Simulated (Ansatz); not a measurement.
Input and command of a calculation in Ansatz (plane waves; scalar-relativistic PAW potentials unless the input names others):

```yaml
crystal:
  lattice:
    - [3.755586705, 0.0, 0.0]
    - [-1.8777933525, 3.2524334926, 0.0]
    - [0.0, 0.0, 3.6005267763]
  atoms:
    - { symbol: Mg, position: [0.6666666667, 0.3333333333, 0.75] }
    - { symbol: Mg, position: [0.3333333333, 0.6666666667, 0.25] }
    - { symbol: O, position: [0.6666666667, 0.3333333333, 0.25] }
    - { symbol: O, position: [0.3333333333, 0.6666666667, 0.75] }
basis:
  ecutwfc: "450 eV"
kpoints:
  mp_grid: { grid: [12, 12, 6] }
hamiltonian:
  xc: lda
scf:
  occupations: { method: methfessel_paxton, width: 0.01 }
output:
  forces: true
  eigenvalues: true
  stress: true
```

```bash
ansatz run input.yaml --threads 1 --pin off --max-ram 2560MiB --backend cpu --events-out ev --progress --plain --runs-dir out
```

Abridged log:
```
Basis set: ecut = 450 eV, 937 PW (Γ)
Bands: 20, of which v1, the nominal top of the filled ones, is band 16 counted from 1 (15 counted from 0)
Symmetry: 24 space group operations
k-points: 76 of 864
SCF iter   1: F=—  HF=-4918.747041 eV  |F-HF|=—  |Δ(HF+E_count)|=         —  Δρ=1.79e-2  dr2=1.19e-1  ethr=1.77e-3  ⟨swp⟩=6.1  Hψ=7372  notcnv=0
SCF iter   2: F=—  HF=-4918.715097 eV  |F-HF|=—  |Δ(HF+E_count)|=   3.19e-2  S|Δr|=    0.00e0  Δρ=1.03e-2  dr2=2.74e-2  ethr=3.72e-4  ⟨swp⟩=2.0  Hψ=3030  notcnv=0
SCF iter   3: F=—  HF=-4918.706258 eV  |F-HF|=—  |Δ(HF+E_count)|=   8.84e-3  S|Δr|=    0.00e0  Δρ=2.06e-3  dr2=8.89e-4  ethr=8.57e-5  ⟨swp⟩=2.1  Hψ=2409  notcnv=0
SCF iter   4: F=—  HF=-4918.705743 eV  |F-HF|=—  |Δ(HF+E_count)|=   5.16e-4  S|Δr|=    0.00e0  Δρ=3.88e-4  dr2=2.89e-5  ethr=2.78e-6  ⟨swp⟩=2.0  Hψ=2975  notcnv=0
SCF iter   5: F=—  HF=-4918.705732 eV  |F-HF|=—  |Δ(HF+E_count)|=   1.03e-5  S|Δr|=    0.00e0  Δρ=3.21e-5  dr2=1.67e-7  ethr=9.02e-8  ⟨swp⟩=2.4  Hψ=2174  notcnv=0
SCF iter   6: F=-4918.705732 eV  HF=-4918.705732 eV  |F-HF|=1.37e-9  |Δ(HF+E_count)|=   9.85e-8  S|Δr|=    0.00e0  Δρ=4.30e-6  dr2=3.12e-9  ethr=3.13e-10  ⟨swp⟩=5.0  Hψ=6597  notcnv=0
SCF 1 converged in 6 iterations: F = -4918.705732 eV  dr2 = 3.12e-9
SCF converged after 6 iterations
Stability not checked: this state was not tested for a lower state beside it, because cold or Methfessel-Paxton smearing, or corrected tetrahedra, fill the levels in a way that the test cannot read (fill_not_monotonic; see scf.lower_state_search)
Free energy (F): -4918.705732 eV
Harris-Foulkes:  -4918.705732 eV  (|F-HF|=1.37e-9)
Internal energy: -4918.705732 eV  (E = F + TS)
E sigma→0 (E₀):  -4918.705732 eV
Fermi energy:    7.237603 eV
Step filling:    the computed levels leave a gap of 3.2236 eV = 322.4 smearing widths at the electron count; against every level under it full and every level over it empty, smearing changes F+E_penalty+E_count by +0.00e0 meV and its σ→0 estimate by +0.00e0 meV
--- Forces (eV/Å), atoms counted from 1 ---
  atom   1  Mg     0.00000000     0.00000000     0.00000000
  atom   2  Mg     0.00000000     0.00000000     0.00000000
  atom   3  O      0.00000000     0.00000000     0.00000000
  atom   4  O      0.00000000     0.00000000     0.00000000
--- Stress (GPa, compression-positive) ---
       -8.306908       0.000000       0.000000
        0.000000      -8.306908       0.000000
        0.000000       0.000000      58.414574
  P = ⅓ Tr σ = 13.9336 GPa (139.336 kbar)
```

Apart from outputs and empty bands, the input differs from a reference run on usual settings in basis.ecutwfc: 420 → "450 eV"; scf.occupations.method: "gaussian" → "methfessel_paxton"; scf.occupations.width: 0.05 → 0.01. The reference, at the same geometry (not necessarily relaxed), gave pressure 13.92 GPa, largest force 0.000 eV/Å, gap on the mesh 3.22 eV. This run converged in 6 SCF iterations (reference: 6) with an energy at zero smearing 3.13 meV/atom below the reference's, pressure 13.93 GPa, largest force 0.000 eV/Å, gap on the mesh 3.22 eV.

The run took 5.4 s on 1 thread of AMD EPYC (Zen 3), with other jobs on the host, peak memory 0.35 GiB.